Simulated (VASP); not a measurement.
Set up this calculation in VASP 6.6.1, as the native input.

| Quantity | Value |
| --- | --- |
| Task | relaxation of cell and atoms |
| Functional | RPBE |
| Potentials or basis | VASP PAW PBE potentials, release 64 (Cd, Se) |
| Cutoff | 600 eV |
| k mesh | 8 × 8 × 8 |
| Occupations | gaussian, width 0.03 eV |
| Spin | no spin polarisation |
| Further INCAR settings | ALGO = Normal; EDIFF = 1e-06; IBRION = 2; EDIFFG = -0.01; NSW = 90; ISIF = 3 |

The structure of CdSe lies in POSCAR:

```
CdSe
1.0
    0.0000000000      3.0702711986      3.0702711986
    3.0702711986      0.0000000000      3.0702711986
    3.0702711986      3.0702711986      0.0000000000
Cd Se
1 1
Direct
    0.0000000000      0.0000000000      0.0000000000
    0.7500000000      0.7500000000      0.7500000000
```

Measurements of this composition are mostly on another form, of space group No. 186.

The input as run:

INCAR

```
SYSTEM = CdSe
PREC = Accurate
ENCUT = 600
EDIFF = 1E-6
ISMEAR = 0
SIGMA = 0.03
LREAL = .False.
LASPH = .True.
NELM = 80
ALGO = Normal
ISIF = 3
LWAVE = .False.
LCHARG = .False.
GGA = RP
IBRION = 2
NSW = 90
EDIFFG = -0.01
```

KPOINTS

```
regular mesh
0
Gamma
  8 8 8
  0 0 0
```

Potentials or basis: VASP PAW PBE potentials, release 64 (Cd, Se).

Run with:

```sh
$ cat potpaw_PBE.64/Cd/POTCAR potpaw_PBE.64/Se/POTCAR > POTCAR
$ mpirun -np 1 vasp_std > vasp.out
```

Results of the run:

```json
{
 "Relaxed volume": "31.15 Å³/atom",
 "Relaxed cell": "a = 4.450 Å, b = 4.450 Å, c = 4.450 Å, α = 60.00°, β = 60.00°, γ = 60.00°",
 "Space group after relaxing (to 0.05 Å)": "F-43m (No. 216)",
 "Energy gained by relaxing": "22.1 meV/atom",
 "Ionic steps": "3",
 "Pressure after relaxing": "0.0 GPa",
 "Band gap on the k mesh": "0.57 eV, direct"
}
```

Caveat: the PAW data sets were made with another functional, which shifts forces and pressure a little.

It took 49 s on 1 thread of Intel(R) Xeon(R) 6975P-C (Granite Rapids), with other jobs on the host, peak memory 0.22 GiB.
